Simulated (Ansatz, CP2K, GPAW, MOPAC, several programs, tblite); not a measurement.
**LiH (h-MgO type) from semi-empirical methods to plane-wave DFT**

LiH built on the h-MgO prototype, relaxed with r2SCAN in Ansatz, was computed with several methods. It is hexagonal, P6_3/mmc (No. 194); conventional cell a = 3.255 Å, c = 4.069 Å, 9.33 Å³ an atom. Around Li lie 5 H at 1.88–2.03 Å; around H lie 5 Li at 1.88–2.03 Å. The cell comes from a prototype generator: it can be a known phase or a hypothetical one. Spin polarisation is off.

```xyz
4
Lattice="3.2548 0.0000 0.0000 -1.6274 2.8188 0.0000 0.0000 0.0000 4.0691" Properties=species:S:1:pos:R:3 pbc="T T T"
Li    0.0000    1.8792    1.0173
Li    1.6274    0.9396    3.0518
H     1.6274    0.9396    1.0173
H     0.0000    1.8792    3.0518
```

Gaps and times are for a single point on this cell; volume and bulk modulus come from each method's own relaxation or energy curve at fixed shape, which is too stiff where a cell has free coordinates or axes. Times are rough, from shared hosts (Arm Neoverse V1), and each method has its own mesh and cell size. A double dagger marks a value from a curve with shape and coordinates held. PM6 (MOPAC), PM7 (MOPAC), GFN1-xTB (tblite), GFN2-xTB (tblite) treat a cluster of cells at its zone centre, which samples few k points: where these miss a band edge, the gap comes out too large for that reason alone. Gaps from k meshes are read at a limited set of points (mesh, symmetry points, PBE's band edges), so each method's own least gap may be somewhat smaller. xTB and the PM methods were fitted mostly to molecules, and can miss a solid's gap by electronvolts. Minimal bases can be far off for gaps. PBE/DZVP lies far from plane-wave PBE here, an effect of basis or sampling. GLLB-SC's gap includes the derivative discontinuity. d marks a direct gap, i an indirect one (no mark: not told apart), a dash a value that wasn't computed or didn't pass its checks.

```json
{"method": "light PBE (260 eV and a coarse mesh)", "kind": "light plane-wave", "gap (eV)": "1.80 i", "own volume (Å³/atom)": "–", "bulk modulus (GPa)": "–", "atoms computed": "4", "processor time": "0.53 s"}
{"method": "PM6 (MOPAC)", "kind": "semi-empirical", "gap (eV)": "11.86", "own volume (Å³/atom)": "–", "bulk modulus (GPa)": "–", "atoms computed": "72", "processor time": "1.7 s"}
{"method": "PM7 (MOPAC)", "kind": "semi-empirical", "gap (eV)": "10.98", "own volume (Å³/atom)": "–", "bulk modulus (GPa)": "–", "atoms computed": "72", "processor time": "1.8 s"}
{"method": "PBE", "kind": "semilocal", "gap (eV)": "1.84 i", "own volume (Å³/atom)": "9.33", "bulk modulus (GPa)": "30‡", "atoms computed": "4", "processor time": "2.1 s"}
{"method": "GFN1-xTB (tblite)", "kind": "tight binding", "gap (eV)": "2.72", "own volume (Å³/atom)": "–", "bulk modulus (GPa)": "–", "atoms computed": "72", "processor time": "3.7 s"}
{"method": "r2SCAN", "kind": "semilocal", "gap (eV)": "2.34 i", "own volume (Å³/atom)": "9.33", "bulk modulus (GPa)": "30‡", "atoms computed": "4", "processor time": "4.7 s"}
{"method": "GLLB-SC (GPAW)", "kind": "model potential", "gap (eV)": "4.49", "own volume (Å³/atom)": "–", "bulk modulus (GPa)": "–", "atoms computed": "4", "processor time": "8.2 s"}
{"method": "GFN2-xTB (tblite)", "kind": "tight binding", "gap (eV)": "6.03", "own volume (Å³/atom)": "–", "bulk modulus (GPa)": "–", "atoms computed": "72", "processor time": "9.7 s"}
{"method": "PBE/single zeta (GPAW)", "kind": "small basis", "gap (eV)": "4.51 i", "own volume (Å³/atom)": "–", "bulk modulus (GPa)": "–", "atoms computed": "4", "processor time": "18 s"}
{"method": "PBE/SZV (CP2K)", "kind": "small basis", "gap (eV)": "5.10 i", "own volume (Å³/atom)": "9.18‡", "bulk modulus (GPa)": "36‡", "atoms computed": "4", "processor time": "18 s"}
{"method": "PBE/DZVP (CP2K)", "kind": "small basis", "gap (eV)": "1.30 i", "own volume (Å³/atom)": "8.90‡", "bulk modulus (GPa)": "35‡", "atoms computed": "4", "processor time": "38 s"}
```

Against r2SCAN (2.34 eV) and with closed or daggered gaps left aside, the nearest gap at the points sampled is that of GFN1-xTB (tblite) (+0.38 eV) and the farthest that of PM6 (MOPAC) (+9.52 eV). r2SCAN is only a yardstick of convenience: semilocal gaps usually lie below measured ones, which GLLB-SC and hybrids aim to mend.

Volumes against r2SCAN's: PBE 0.0 %.
